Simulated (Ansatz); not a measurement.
Consider the following.

```
BeO
1.0
    2.69049     0.00000     0.00000
   -1.34524     2.33003     0.00000
    0.00000     0.00000     4.36988
Be O
2 2
Direct
  0.66667   0.33333   0.00121
  0.33333   0.66667   0.50121
  0.66667   0.33333   0.62399
  0.33333   0.66667   0.12399
```

No spin polarisation.

Electron doping at 1.0×10^22 cm⁻³ (0.274 per cell), with a uniform compensating background at fixed cell and a 300 K Fermi–Dirac width.

Method: Ansatz (a first-principles code) r2SCAN, without spin-orbit coupling. k-mesh 25×25×14 (Γ-centred); smearing 0.0259 eV (Fermi–Dirac).

### Question
Predict the Fermi level from band edge, gap between the host's bands and gap character.

### Answer
- Fermi level relative to the doped band's edge (positive inside the band; to 0.05 eV): +1.50 eV
- Gap between the host's bands: 8.41 eV
- Gap character: direct at Γ

Carriers are added with a uniform compensating background; total energy and stress of such cells depend on the potential's zero and are not compared; many-body gap narrowing is missing at this level. No phonon test of stability was made. The cell was made from BeO in the wurtzite structure (space group P6_3mc, No. 186) by this change: electrons 1.0×10^22 cm⁻³.
